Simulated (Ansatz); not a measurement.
Computed with Ansatz on PBE0-D4/def2-TZVP structures; ΔE is electronic, products minus reactants. CCSD(T)/CBS adds triple-zeta CCSD(T) − MP2 to the extrapolated MP2 energy (def2 sets, frozen cores). Functionals use def2-TZVPP. One conformer a species, not always the lowest.

`C=CCB(C)F` + acetic acid → `CB(F)OC(C)=O` + propene  (ligand exchange at a B–C bond)

CCSD(T)/CBS gives -25.4 kcal/mol.

(1) Another level gave -28.9 kcal/mol. Which?
A. PBE0/def2-TZVPP
B. PBE-D4/def2-TZVPP
C. r2SCAN-D4/def2-TZVPP
D. HF/def2-TZVPP

Largest T1 diagnostic among the species: 0.015.

Results:

(1) D. HF/def2-TZVPP -28.9, r2SCAN-D4 -25.2, PBE-D4 -23.1, PBE0 -24.2 kcal/mol.

In def2-TZVPP, CCSD(T) changes the Hartree–Fock value by +3.2 kcal/mol (the triples alone add +0.3 kcal/mol) and MP2 by +3.8 kcal/mol. From PBE to PBE0 (25 % exact exchange), in def2-TZVPP and without D4, ΔE moves by −1.0 kcal/mol.

CCSD(T)/CBS has its own doubt, a few kJ/mol and more with outer-core shells, so smaller differences from it don't rank the levels.
